Does a standard density functional miss the band gap by a steady amount, so that one correction would serve every crystal? For eight of these nine solids that picture holds only roughly: the computed gap is 0.8 to 1.9 eV below the measured one, with the larger shortfalls mostly at wide gaps. Zinc oxide breaks it, with a shortfall of 2.6 eV. A likely part of the reason is a shell of zinc d electrons that the functional places too close to the top of the valence band.

Band gaps of nine crystals from FLEUR MaX-R8.1 (later development tree), using Kohn-Sham DFT with the PBEsol functional and an all-electron FLAPW basis, without spin polarization or spin-orbit coupling. The cells were used as given, not relaxed. Each computed gap is the distance from the highest filled to the lowest empty Kohn-Sham level on the listed k-mesh.

| formula | space group | volume of the given cell (Å³/atom) | potentials or basis | k-mesh | computed band gap (eV) | measured band gap (eV) | range of the values found (eV) | what was measured, and how | source | computed less measured (eV) |
| --- | --- | --- | --- | --- | --- | --- | --- | --- | --- | --- |
| InP | F-43m | 25.17 | all electron | 8x8x8 | 0.614 | 1.42 | one value | experimental band gap used for comparison with the calculated gap; not stated; bulk crystal | arXiv:cond-mat/0006134 (2000) | -0.81 |
| CdSe | F-43m | 28.94 | all electron | 8x8x8 | 0.426 | 1.69 | one value | direct gap from (alpha E)^2 extrapolation; spectroscopic ellipsometry; film | arXiv:1007.2297 (2010) | -1.26 |
| SiC | F-43m | 10.35 | all electron | 10x10x10 | 1.244 | 2.39 | 2.39 to 2.4 | band gap at cryogenic temperature; not stated; bulk crystal | arXiv:2009.14696 (2020) | -1.15 |
| TiO2 (1) | P4_2/mnm | 10.44 | all electron | 6x6x9 | 1.821 | 3.03 | 3.03 to 3.2 | direct gap, E perpendicular to c; optical experiment; bulk crystal | arXiv:2011.08928 (2020) | -1.21 |
| TiO2 (2) | I4_1/amd | 11.35 | all electron | 10x10x10 | 2.080 | 3.2 | 3.1 to 3.98 | indirect optical gap from Tauc plot; UV-vis diffuse reflectance; powder | pmc:9047060 (2020) | -1.12 |
| ZnO | P6_3mc | 11.90 | all electron | 9x9x5 | 0.715 | 3.31 | 3.19 to 3.4 | optical gap from Tauc plot of transmittance; optical transmittance; film | pmc:9741464 (2022) | -2.60 |
| ZnS | F-43m | 19.73 | all electron | 9x9x9 | 1.977 | 3.54 | 3.54 to 3.85 | direct optical gap from Tauc plot; UV-vis absorption; film | pmc:9697895 (2022) | -1.56 |
| C | Fd-3m | 5.67 | all electron | 13x13x13 | 4.013 | 5.5 | 5.47 to 5.5 | absorption edge assigned to the band gap (approximate value); optical absorption spectroscopy; bulk crystal | arXiv:2306.06972 (2023) | -1.49 |
| AlN | P6_3mc | 10.45 | all electron | 10x10x6 | 4.143 | 6.0411 | 5.98 to 6.18 | free A exciton energy E(0), extrapolated to 0 K by Bose-Einstein fit of temperature-dependent PL; temperature-dependent photoluminescence; film | arXiv:2402.00216 (2024) | -1.90 |

The rows run from small to large measured gap. The first two already swap places: CdSe has the larger measured gap but the smaller computed one, by 0.19 eV. Some of this is expected to come from the CdSe cell, which is slightly longer than that of the real crystal: stretching the bonds lowers the gap in a crystal of this kind. Spin-orbit coupling, left out of both rows, would lower the CdSe gap more than that of InP and so widen the swap.

From SiC through the two forms of TiO₂ the shortfall hardly moves, staying between 1.1 and 1.2 eV. It has a general cause. A measured gap is, apart from the small binding of electron and hole, the cost of taking an electron out of the crystal and putting one back in elsewhere. The computed gap is only the distance between two orbital energies. In exact theory the potential jumps by a constant when an electron is added, and that jump belongs to the true gap. A semilocal functional has no such jump, so its gaps come out too small.

How far does ZnO depart from this pattern? A simple estimate draws a straight line between the errors of its neighbours in measured gap. ZnO lies about a third of the way from TiO₂ (2) to ZnS, since (3.31 − 3.20)/(3.54 − 3.20) ≈ 0.32. The expected error is then −1.12 − 0.32 × (1.56 − 1.12) ≈ −1.26 eV.

The actual error of ZnO, which played no part in the estimate, is 1.3 eV more negative. For the other rows that have neighbours on both sides, the same rule misses by at most 0.4 eV when ZnO is left out as a neighbour, as the output below the text shows. The measured values found for ZnO spread over only 0.2 eV, so the choice of experiment doesn't explain the break. All measured values were read out of the papers by a program, and a few in a hundred may be wrong, but a mistake of more than 1 eV shared by all those found for ZnO is unlikely. The rows are also a selection, with poor matches to measured values among those left out, so they can't show how common such a break is.

ZnS, the next row, keeps the metal and changes its partner. The structure changes too, from wurtzite to zinc blende, but each atom still has four neighbours in a tetrahedron, and in these two compounds the change of stacking alone is expected to matter little for the gap. In experiment the two gaps differ by 0.23 eV; in the calculation they differ by 1.26 eV. Some measured gaps of ZnS are higher, up to 3.85 eV, which would shrink this mismatch by 0.3 eV but not remove it. So zinc alone doesn't bring the large error. Oxygen doesn't always bring it either, since both forms of TiO₂ have ordinary errors. They are an imperfect control, though: their conduction band starts with titanium d states, that of ZnO with s-like ones. An oxide such as MgO, with an s-like conduction band but no filled d shell, is expected to have a large error too. Part of the break may therefore come with the oxygen, and the d shell of zinc is a likely further part.

Zinc brings a filled, compact 3d shell that lies below the valence band. The top of that band is made mainly of p orbitals of oxygen or sulfur. Where d and p states have the same symmetry they mix and repel each other: the lower one moves down and the upper one moves up. The push grows with the square of their coupling and shrinks as the energy distance between them widens. The bottom of the conduction band, mostly s-like, is hardly touched, so a raised valence top means a smaller gap.

This repulsion exists in the real crystal too, but the functional exaggerates it. In a semilocal functional each electron partly repels itself, and in a shell as compact as Zn 3d this raises the level markedly. The d shell then sits too near the valence band and pushes too hard. Oxygen makes matters worse than sulfur in two ways: its p level is deeper, hence closer to the d shell, and its bonds to zinc are shorter, which strengthens the coupling.

The same calculations offer a clue to the distance. A deep core level of zinc, 2p₃/₂, lies 1.6 eV closer to the valence top in ZnO than in ZnS. The 3d shell belongs to the same atom and should shift in much the same way. This supports a d shell closer to the valence top in ZnO than in ZnS, but it shows neither how far the functional misplaces the shell nor how strong the push is. The runs also list the energies of the 3d bands themselves, which would give the computed distance directly, but those values are not used here. Even they would need measured depths beside them to show how far the shell is misplaced, and no run shifts the shell to see how the gap responds. The break therefore can't be divided between this repulsion and other errors of the functional in ZnO.

InP shows that a filled d shell is not enough. Indium has one as well, yet InP has the smallest error in the table. Its 4d shell lies much deeper below the valence top, where it can push only weakly. One warning sign is therefore a filled d shell just beneath the valence band, above all with a partner whose p level is deep and whose bonds are short.

The last two rows, diamond and AlN, have much wider gaps than ZnO and still smaller errors. AlN even shares its crystal structure. Atomic vibrations usually lower the measured gap, even at absolute zero, and the calculation leaves this out. In these two crystals of light atoms the effect is expected to reach some tenths of an eV, more than in ZnO. The purely electronic errors of these two rows are therefore somewhat larger than listed, and the lead of ZnO over AlN, 0.7 eV in the table, is less secure than its lead over the oxides of titanium.

The analysis program printed:

```
Gap error and recovered share:
       row  computed less measured (eV)  computed gap in percent of measured
       InP                       -0.806                                43.24
      CdSe                       -1.264                                25.21
       SiC                       -1.146                                52.05
  TiO2 (1)                       -1.209                                 60.1
  TiO2 (2)                        -1.12                                   65
       ZnO                       -2.595                                 21.6
       ZnS                       -1.563                                55.85
         C                       -1.487                                72.96
       AlN                       -1.898                                68.58
Rows with a smaller measured gap than ZnO: 5
Rows with a smaller computed gap than ZnO: 2
Error expected for ZnO from its neighbours (eV): -1.263
ZnO, actual less expected error (eV): -1.332
CdSe, actual less expected error (eV): -0.3634
SiC, actual less expected error (eV): 0.08927
TiO2 (1), actual less expected error (eV): -0.08354
TiO2 (2), actual less expected error (eV): 0.207
ZnS, actual less expected error (eV): -0.3887
C, actual less expected error (eV): 0.3386
Measured gap, ZnS less ZnO (eV): 0.23
Computed gap, ZnS less ZnO (eV): 1.262
Error of ZnO less error of ZnS (eV): -1.032
Error of ZnO less error of TiO2 (1) (eV): -1.386
Error of ZnO less error of TiO2 (2) (eV): -1.475
Error of ZnO less error of AlN (eV): -0.6969
Measured gap, CdSe less InP (eV): 0.27
Computed gap, CdSe less InP (eV): -0.188
Depth of Zn 2p3/2 below the valence top, ZnS less ZnO (eV): 1.606
```
